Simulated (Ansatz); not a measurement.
All-electron LAPW in Ansatz 0.2.0 under PBE, scalar-relativistic, energies extrapolated to zero smearing. Slabs are 1×1 cells cut from bulk crystals relaxed on PAW files, with atoms then relaxed, 16 to 20 Å of vacuum, a dipole correction, k spacings of 0.16 to 0.26 Å⁻¹ and smearing of 0.02 to 0.1 eV, without spin–orbit coupling; Cr, Mn, Fe, Co, Ni, Eu and Gd start ferromagnetic, the others run without spin. The bulk type named needn't be the stable one, and no reconstruction is allowed. Antiferromagnetic order, which Cr and Mn prefer, wasn't tried.

Question: Order these slabs by surface energy, lowest first.
A. bcc Nb (100), 4 layers
B. hcp Pb (0001), 5 layers
C. bcc Cr (110), 4 layers
D. hcp Cu (10-10), 6 layers
E. bcc Fe (110), 4 layers

Answer: B (0.31 J/m²), D (1.36 J/m²), E (2.52 J/m²), A (2.58 J/m²), C (3.26 J/m²).
